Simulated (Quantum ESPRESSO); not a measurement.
# PbS (Galena) (Fm-3m) in Quantum ESPRESSO: further runs

The runs below take PbS (Galena) through phonons, with WC, vdW-DF-cx.

Everything below comes from runs of Quantum ESPRESSO 7.5. Logs are shortened: lines on timing, memory, paths and dates and some standing lists are left out, and cuts for length are marked.

**The experiment to reproduce.**

From a printed reference work, monograph, for a bulk crystal of PbS at 300 K: high-frequency dielectric constant 17.2.

The results are compared with them further down.

**1. The crystal as given**

It takes space group Fm-3m (No. 225, cubic). The conventional cell has a = 5.931 Å, b = 5.931 Å, c = 5.931 Å, α = 90.00°, β = 90.00°, γ = 90.00°. Pb (site symmetry m-3m) has 6 S at 2.97 Å as nearest neighbours. Around S (site symmetry m-3m) lie 6 Pb at 2.97 Å.

**2. Phonons, WC**

pw.in reads:

```
&CONTROL
  calculation = 'scf'
  prefix = 'pwscf'
  outdir = './tmp'
  pseudo_dir = './pseudo'
  tprnfor = .true.
  tstress = .true.
  disk_io = 'low'
/
&SYSTEM
  ibrav = 0
  nat = 2
  ntyp = 2
  ecutwfc = 56
  nbnd = 16
  input_dft = 'wc'
  occupations = 'smearing'
  smearing = 'fd'
  degauss = 0.00367493
/
&ELECTRONS
  conv_thr = 4d-10
  electron_maxstep = 120
  mixing_beta = 0.5
/
ATOMIC_SPECIES
Pb   207.2000 Pb.upf
S     32.0600 S.upf
CELL_PARAMETERS angstrom
   0.0000000000    2.9657500000    2.9657500000
   2.9657500000    0.0000000000    2.9657500000
   2.9657500000    2.9657500000    0.0000000000
ATOMIC_POSITIONS crystal
Pb     0.0000000000    0.0000000000    0.0000000000
S      0.5000000000    0.5000000000    0.5000000000
K_POINTS automatic
6 6 6 1 1 1
```

relax.in reads:

```
&CONTROL
  calculation = 'vc-relax'
  prefix = 'pwscf'
  outdir = './tmp'
  pseudo_dir = './pseudo'
  tprnfor = .true.
  tstress = .true.
  disk_io = 'low'
  nstep = 40
  forc_conv_thr = 0.0001
  etot_conv_thr = 1d-06
/
&SYSTEM
  ibrav = 0
  nat = 2
  ntyp = 2
  ecutwfc = 56
  nbnd = 16
  input_dft = 'wc'
  occupations = 'smearing'
  smearing = 'fd'
  degauss = 0.00367493
/
&ELECTRONS
  conv_thr = 4d-10
  electron_maxstep = 120
  mixing_beta = 0.5
/
&IONS
  ion_dynamics = 'bfgs'
/
&CELL
  cell_dynamics = 'bfgs'
  press = 0
  press_conv_thr = 0.2
/
ATOMIC_SPECIES
Pb   207.2000 Pb.upf
S     32.0600 S.upf
CELL_PARAMETERS angstrom
   0.0000000000    2.9657500000    2.9657500000
   2.9657500000    0.0000000000    2.9657500000
   2.9657500000    2.9657500000    0.0000000000
ATOMIC_POSITIONS crystal
Pb     0.0000000000    0.0000000000    0.0000000000
S      0.5000000000    0.5000000000    0.5000000000
K_POINTS automatic
6 6 6 1 1 1
```

gamma.in reads:

```
&CONTROL
  calculation = 'bands'
  prefix = 'pwscf'
  outdir = './tmp'
  pseudo_dir = './pseudo'
  disk_io = 'low'
  verbosity = 'high'
/
&SYSTEM
  ibrav = 0
  nat = 2
  ntyp = 2
  ecutwfc = 56
  nbnd = 16
  input_dft = 'wc'
  occupations = 'smearing'
  smearing = 'fd'
  degauss = 0.00367493
/
&ELECTRONS
  conv_thr = 1d-08
  electron_maxstep = 120
  mixing_beta = 0.5
  diago_full_acc = .true.
  startingwfc = 'random'
/
ATOMIC_SPECIES
Pb   207.2000 Pb.upf
S     32.0600 S.upf
CELL_PARAMETERS angstrom
   0.0000000000    2.9543371120    2.9543371120
   2.9543371120    0.0000000000    2.9543371120
   2.9543371120    2.9543371120    0.0000000000
ATOMIC_POSITIONS crystal
Pb     0.0000000000    0.0000000000    0.0000000000
S      0.5000000000    0.5000000000    0.5000000000
K_POINTS crystal
1
0.0 0.0 0.0 1
```

scf2.in reads:

```
&CONTROL
  calculation = 'scf'
  prefix = 'pwscf'
  outdir = './tmp'
  pseudo_dir = './pseudo'
  tprnfor = .true.
  tstress = .true.
  disk_io = 'low'
/
&SYSTEM
  ibrav = 0
  nat = 2
  ntyp = 2
  ecutwfc = 56
  nbnd = 16
  input_dft = 'wc'
  occupations = 'fixed'
/
&ELECTRONS
  conv_thr = 1d-13
  electron_maxstep = 120
  mixing_beta = 0.5
  startingpot = 'file'
/
ATOMIC_SPECIES
Pb   207.2000 Pb.upf
S     32.0600 S.upf
CELL_PARAMETERS angstrom
   0.0000000000    2.9543371120    2.9543371120
   2.9543371120    0.0000000000    2.9543371120
   2.9543371120    2.9543371120    0.0000000000
ATOMIC_POSITIONS crystal
Pb     0.0000000000    0.0000000000    0.0000000000
S      0.5000000000    0.5000000000    0.5000000000
K_POINTS automatic
6 6 6 1 1 1
```

ph.in reads:

```
phonons of PbS
&INPUTPH
  prefix = 'pwscf'
  outdir = './tmp'
  tr2_ph = 1d-18
  fildyn = 'dyn'
  niter_ph = 90
  alpha_mix(1) = 0.7
  epsil = .true.
/
0.0000000000 0.0000000000 0.0000000000
```

dynmat.in reads:

```
&INPUT
  fildyn = 'dyn'
  asr = 'crystal'
  lperm = .true.
  filout = 'dynmat.disp'
  fileig = 'dynmat.eig'
/
```

dynmat_lo.in reads:

```
&INPUT
  fildyn = 'dyn'
  asr = 'crystal'
  filout = 'dynmat_lo.disp'
  fileig = 'dynmat_lo.eig'
  q(1) = 0
  q(2) = 0
  q(3) = 1
/
```

Potentials or basis: PseudoDojo 0.4.1 SR PBE standard.

On the command line:

```sh
$ OMP_NUM_THREADS=1 mpirun -n 4 pw.x -nk 4 -in pw.in > pw.out
$ OMP_NUM_THREADS=1 mpirun -n 4 pw.x -nk 4 -in relax.in > relax.out
$ OMP_NUM_THREADS=1 mpirun -n 4 pw.x -in gamma.in > gamma.out
$ OMP_NUM_THREADS=1 mpirun -n 4 pw.x -nk 4 -in scf2.in > scf2.out
$ OMP_NUM_THREADS=1 mpirun -n 4 ph.x -nk 4 -in ph.in > ph.out
$ OMP_NUM_THREADS=1 mpirun -n 1 dynmat.x -in dynmat.in > dynmat.out
$ OMP_NUM_THREADS=1 mpirun -n 1 dynmat.x -in dynmat_lo.in > dynmat_lo.out
```

pw.out:

```text
This program is part of the open-source Quantum ESPRESSO suite
     for quantum simulation of materials; please cite
         "P. Giannozzi et al., J. Phys.:Condens. Matter 21 395502 (2009);
         "P. Giannozzi et al., J. Phys.:Condens. Matter 29 465901 (2017);
         "P. Giannozzi et al., J. Chem. Phys. 152 154105 (2020);
     in publications or presentations arising from this work. More details at

     IMPORTANT: XC functional enforced from input :
     Exchange-correlation= WC
                           (   1   4  11   4   0   0   0)
     Any further DFT definition will be discarded
     Please, verify this is what you really want

     Message from routine setup:
     using ibrav=0 with symmetry is DISCOURAGED, use correct ibrav instead

     K-points division:     npool     =       4
     Subspace diagonalization in iterative solution of the eigenvalue problem:
     a serial algorithm will be used

     G-vector sticks info
     --------------------
     sticks:   dense  smooth     PW     G-vecs:    dense   smooth      PW
     Sum         955     955    301                19891    19891    3383

     Using Slab Decomposition

     bravais-lattice index     =            0
     lattice parameter (alat)  =       7.9259  a.u.
     unit-cell volume          =     352.0710 (a.u.)^3
     number of atoms/cell      =            2
     number of atomic types    =            2
     number of electrons       =        20.00
     number of Kohn-Sham states=           16
     kinetic-energy cutoff     =      56.0000  Ry
     charge density cutoff     =     224.0000  Ry
     scf convergence threshold =      4.0E-10
     mixing beta               =       0.5000
     number of iterations used =            8  plain     mixing
     Exchange-correlation= WC
                           (   1   4  11   4   0   0   0)

     celldm(1)=   7.925897  celldm(2)=   0.000000  celldm(3)=   0.000000
     celldm(4)=   0.000000  celldm(5)=   0.000000  celldm(6)=   0.000000

[... 8 lines left out ...]
               b(3) = (  0.707107  0.707107 -0.707107 )

     PseudoPot. # 1 for Pb read from file:
     Pb.upf
     Pseudo is Norm-conserving + core correction, Zval = 14.0
     Generated using ONCVPSP code by D. R. Hamann
     Using radial grid of 1678 points,  6 beta functions with:
                l(1) =   0
                l(2) =   0
                l(3) =   1
                l(4) =   1
                l(5) =   2
                l(6) =   2

     PseudoPot. # 2 for S  read from file:
     S.upf
     Pseudo is Norm-conserving + core correction, Zval =  6.0
     Generated using ONCVPSP code by D. R. Hamann
     Using radial grid of 1146 points,  6 beta functions with:
                l(1) =   0
                l(2) =   0
                l(3) =   1
                l(4) =   1
                l(5) =   2
                l(6) =   2

     atomic species   valence    mass     pseudopotential
     Pb               14.00   207.20000     Pb( 1.00)
     S                 6.00    32.06000     S ( 1.00)

     48 Sym. Ops., with inversion, found

   Cartesian axes

     site n.     atom                  positions (alat units)
         1        Pb     tau(   1) = (   0.0000000   0.0000000   0.0000000  )
         2        S      tau(   2) = (   0.7071068   0.7071068   0.7071068  )

     number of k points=    28  Fermi-Dirac smearing, width (Ry)=  0.0037
                       cart. coord. in units 2pi/alat
        k(    1) = (   0.0589256   0.0589256   0.0589256), wk =   0.0185185
        k(    2) = (   0.1767767   0.1767767  -0.0589256), wk =   0.0555556
        k(    3) = (   0.2946278   0.2946278  -0.1767767), wk =   0.0555556
        k(    4) = (  -0.2946278  -0.2946278   0.4124790), wk =   0.0555556
        k(    5) = (  -0.1767767  -0.1767767   0.2946278), wk =   0.0555556
        k(    6) = (  -0.0589256  -0.0589256   0.1767767), wk =   0.0555556
[... 20 lines left out ...]
        k(   27) = (   0.2946278   0.2946278   0.2946278), wk =   0.0185185
        k(   28) = (  -0.2946278  -0.2946278   0.8838835), wk =   0.0555556

     Dense  grid:    19891 G-vectors     FFT dimensions: (  40,  40,  40)

     Initial potential from superposition of free atoms

     starting charge      19.9978, renormalised to      20.0000
     Starting wfcs are   13 randomized atomic wfcs +    3 random wfcs

     Self-consistent Calculation

     iteration #  1     ecut=    56.00 Ry     beta= 0.50
     Davidson diagonalization with overlap
     ethr =  1.00E-02,  avg # of iterations =  5.7

     Threshold (ethr) on eigenvalues was too large:
     Diagonalizing with lowered threshold

     Davidson diagonalization with overlap
     ethr =  5.28E-04,  avg # of iterations =  2.3

     total energy              =    -162.70032682 Ry
     estimated scf accuracy    <       0.10229183 Ry

     iteration #  2     ecut=    56.00 Ry     beta= 0.50
     Davidson diagonalization with overlap
     ethr =  5.11E-04,  avg # of iterations =  3.0
[... 50 lines left out ...]
     total energy              =    -162.73121177 Ry
     estimated scf accuracy    <          1.5E-09 Ry

     iteration # 10     ecut=    56.00 Ry     beta= 0.50
     Davidson diagonalization with overlap
     ethr =  4.90E-12,  avg # of iterations =  2.0

     End of self-consistent calculation

          k = 0.0589 0.0589 0.0589 (  2514 PWs)   bands (ev):

    -8.1369  -8.1354  -8.1354  -8.1251  -8.1251  -4.9900   2.2720   6.4264
     6.4264   6.5666  13.0265  13.2980  13.2980  15.1624  15.3678  15.3678

          k = 0.1768 0.1768-0.0589 (  2508 PWs)   bands (ev):

    -8.1385  -8.1380  -8.1359  -8.1238  -8.1125  -4.6799   1.4457   6.0655
     6.7044   7.3479  11.1088  11.7981  12.7213  15.3455  15.6809  16.6686

          k = 0.2946 0.2946-0.1768 (  2489 PWs)   bands (ev):

    -8.1555  -8.1520  -8.1330  -8.0999  -8.0951  -4.0566   0.2161   6.0788
     6.8373   8.0863   9.4887  10.6874  11.6650  15.9933  17.0616  18.3644

          k =-0.2946-0.2946 0.4125 (  2494 PWs)   bands (ev):

    -8.1651  -8.1540  -8.1324  -8.0929  -8.0869  -3.7592  -0.2600   6.3726
     6.6181   8.0019   9.3001  10.7246  11.0367  16.6931  18.5126  18.7223

          k =-0.1768-0.1768 0.2946 (  2502 PWs)   bands (ev):
[... 6 lines left out ...]
    -8.1399  -8.1372  -8.1310  -8.1270  -8.1187  -4.8303   1.8469   6.2488
     6.2969   7.2001  11.4714  12.9282  13.0947  14.5767  16.0673  16.2672

          k = 0.2946 0.0589 0.0589 (  2509 PWs)   bands (ev):

    -8.1635  -8.1451  -8.1230  -8.1148  -8.1076  -4.5191   1.3632   5.9483
     5.9804   7.4245  10.5123  12.8180  13.0806  13.9556  17.3269  17.5198

          k = 0.4125 0.1768-0.0589 (  2493 PWs)   bands (ev):

    -8.1934  -8.1429  -8.1270  -8.1010  -8.0924  -3.9974   0.6873   5.3568
     5.9295   6.8057  10.9142  12.1287  12.6405  14.6181  18.3275  19.0137

          k =-0.1768-0.4125 0.5303 (  2487 PWs)   bands (ev):

    -8.2001  -8.1389  -8.1252  -8.1049  -8.0853  -3.5564   0.0646   5.0174
     5.6051   7.3130  10.3019  11.9255  12.5800  15.9219  17.5779  19.3481

          k =-0.0589-0.2946 0.4125 (  2490 PWs)   bands (ev):

    -8.1827  -8.1398  -8.1279  -8.1037  -8.0964  -3.8179   0.3109   4.9548
     6.2402   7.6518  10.0251  11.3540  12.6736  15.9653  17.8553  18.5244

          k = 0.0589-0.1768 0.2946 (  2498 PWs)   bands (ev):

    -8.1580  -8.1381  -8.1344  -8.1146  -8.1024  -4.3884   0.9847   5.7292
     6.5512   7.6539  10.2133  11.6962  12.6068  14.9306  16.8703  17.7434

          k = 0.5303 0.0589 0.0589 (  2479 PWs)   bands (ev):

    -8.2488  -8.1573  -8.1055  -8.0856  -8.0829  -3.6617   0.9834   4.5376
     5.3388   5.4420  12.4534  12.8545  13.6491  13.9444  19.3227  19.8910

          k =-0.0589-0.5303 0.6482 (  2483 PWs)   bands (ev):

    -8.2588  -8.1499  -8.1105  -8.0883  -8.0764  -3.3583   0.7957   3.6909
     4.9251   6.1397  12.2135  12.7720  13.6731  14.6889  18.9672  20.2896

          k = 0.0589-0.4125 0.5303 (  2494 PWs)   bands (ev):

    -8.2189  -8.1318  -8.1221  -8.1083  -8.0845  -3.4295   0.2677   4.2041
     5.3802   7.1553  10.6948  12.2976  13.1499  15.9051  17.3733  19.2145

          k = 0.1768-0.2946 0.4125 (  2486 PWs)   bands (ev):

    -8.1743  -8.1470  -8.1296  -8.1009  -8.0892  -3.7896   0.0044   5.6952
     6.3703   7.6952   9.7400  11.0955  11.9606  16.0201  17.9833  18.7778

          k =-0.6482 0.0589 0.0589 (  2484 PWs)   bands (ev):

    -8.2770  -8.1606  -8.1008  -8.0774  -8.0760  -3.3766   1.1384   3.5154
     5.1847   5.2596  12.3420  13.8130  13.9147  14.1356  19.8039  20.3054

          k =-0.5303 0.1768-0.0589 (  2486 PWs)   bands (ev):

    -8.2329  -8.1473  -8.1176  -8.0911  -8.0833  -3.6064   0.6456   4.6411
     5.1036   6.3224  11.8033  12.6890  12.9700  14.6056  19.1766  19.6755

          k =-0.4125 0.0589 0.0589 (  2487 PWs)   bands (ev):

    -8.2049  -8.1516  -8.1136  -8.0994  -8.0945  -4.0959   1.0442   5.5805
     5.6149   6.1919  11.4237  12.7290  13.3051  13.7343  18.6142  18.6478

          k = 0.1768 0.1768 0.1768 (  2511 PWs)   bands (ev):

    -8.1432  -8.1432  -8.1353  -8.1106  -8.1106  -4.5404   1.0612   6.5669
     6.5669   7.3823  10.8268  11.7028  11.7028  15.2858  16.4212  16.4212

          k = 0.2946 0.2946 0.0589 (  2495 PWs)   bands (ev):
[... 21 lines left out ...]
    -8.2153  -8.1332  -8.1277  -8.1041  -8.0843  -3.5163   0.3299   4.6259
     4.9894   7.4075  10.4940  12.5286  12.8521  15.8431  17.5112  19.4751

          k =-0.0589-0.2946 0.6482 (  2495 PWs)   bands (ev):

    -8.2377  -8.1315  -8.1224  -8.1076  -8.0764  -3.3388   0.5134   4.0312
     4.4843   7.2994  10.8626  12.9004  13.2955  15.8508  17.3417  20.3629

          k =-0.7660 0.1768 0.1768 (  2487 PWs)   bands (ev):

    -8.2410  -8.1406  -8.1182  -8.0927  -8.0824  -3.3772   0.4900   3.8671
     5.6307   6.0768  11.7639  12.5929  13.4581  14.6941  18.8327  19.2416

          k = 0.2946 0.2946 0.2946 (  2485 PWs)   bands (ev):

    -8.1563  -8.1563  -8.1345  -8.0906  -8.0906  -3.9130  -0.1351   6.7622
     6.7622   8.2141   9.2495  10.5982  10.5982  16.5307  18.1190  18.1190

          k =-0.2946-0.2946 0.8839 (  2489 PWs)   bands (ev):

    -8.1808  -8.1461  -8.1267  -8.1003  -8.0895  -3.6513  -0.1055   5.3444
     6.4579   7.4490   9.9482  11.0152  12.1932  16.6417  17.8311  18.0581

     the Fermi energy is     8.7214 ev

!    total energy              =    -162.73121177 Ry
     estimated scf accuracy    <          6.0E-12 Ry
     smearing contrib. (-TS)   =      -0.00000009 Ry
     internal energy E=F+TS    =    -162.73121168 Ry

     The total energy is F=E-TS. E is the sum of the following terms:
     one-electron contribution =     -35.74207986 Ry
     hartree contribution      =      30.34748568 Ry
     xc contribution           =     -46.10697341 Ry
     ewald contribution        =    -111.22964409 Ry

     convergence has been achieved in  10 iterations

     Forces acting on atoms (cartesian axes, Ry/au):

     atom    1 type  1   force =    -0.00000000   -0.00000000    0.00000000
     atom    2 type  2   force =    -0.00000000   -0.00000000    0.00000000

     Total force =     0.000000     Total SCF correction =     0.000000

     Computing stress (Cartesian axis) and pressure

          total   stress  (Ry/bohr**3)                   (kbar)     P=       -6.84
  -0.00004651   0.00000000   0.00000000           -6.84        0.00        0.00
   0.00000000  -0.00004651   0.00000000            0.00       -6.84        0.00
   0.00000000   0.00000000  -0.00004651            0.00        0.00       -6.84

=------------------------------------------------------------------------------=
   JOB DONE.
=------------------------------------------------------------------------------=
```

Run time: 2.9 min. Hardware: 4 MPI ranks of Intel Xeon Platinum 8259CL at 2.50GHz (Skylake/Cascade Lake), shared host; peak memory 0.36 GiB.

What came out:

- Free energy: -2214.0722 eV
- Relaxed volume: 25.79 Å³/atom
- Relaxed cell: a = 4.178 Å, b = 4.178 Å, c = 4.178 Å, α = 60.00°, β = 60.00°, γ = 60.00°
- Space group after relaxing (to 0.05 Å): Fm-3m (No. 225)
- Pressure after relaxing: 0.0 GPa
- Electronic dielectric tensor (diagonal): 17.27
- Born charges (mean of the diagonal): Pb +4.56; S -4.52 e
- Highest phonon frequency at Γ, LO-TO splitting left out: 80 cm⁻¹
- Static dielectric tensor (diagonal): 127.94

Step by step:
```tsv
step	energy change (eV)	largest force (eV/Å)	pressure (GPa)	volume (Å³)
1	0.0000	0.0000	-0.68	52.17
2	-0.0007	0.0000	-0.48	51.99
3	-0.0012	0.0000	-0.17	51.72
4	-0.0013	0.0000	0.00	51.57
5	-0.0013	0.0000	0.00	51.57
```

Final structure:
```yaml
crystal:
  lattice:
    - [0.00000, 2.95434, 2.95434]
    - [2.95434, 0.00000, 2.95434]
    - [2.95434, 2.95434, 0.00000]
  atoms:
    - { symbol: Pb, position: [0.00000, 0.00000, 0.00000] }
    - { symbol: S, position: [0.50000, 0.50000, 0.50000] }
```

Phonon frequencies in cm⁻¹ (negative: imaginary):
| q point | frequencies |
| --- | --- |
| (0.000, 0.000, 0.000) | -1 -1 -1 80 80 80 |

Electronic dielectric tensor:
```
17.27  0.00  0.00
 0.00 17.27  0.00
 0.00  0.00 17.27
```

Born effective charge tensors (e):
atom 1, Pb
```
4.56 0.00 0.00
0.00 4.56 0.00
0.00 0.00 4.56
```
atom 2, S
```
-4.52  0.00  0.00
 0.00 -4.52  0.00
 0.00  0.00 -4.52
```

Optical modes at Γ, degenerate ones joined, polar ones without the macroscopic field:
```csv
cm⁻¹,components,symmetry,active in,"IR intensity, summed ((D/Å)²/amu)"
80,3,T1u,IR,51.37
```

Zone-centre frequencies without and with the macroscopic field along z (cm⁻¹):
```
                optical modes in rising order
       without                       80 80 80
with the field                      80 80 218
```

Static dielectric tensor, electrons and zone-centre modes:
```
127.94   0.00   0.00
  0.00 127.94   0.00
  0.00   0.00 127.94
```

Caveat: the potentials were made for another functional, which shifts forces and pressure.

[end of part 1 of 2]
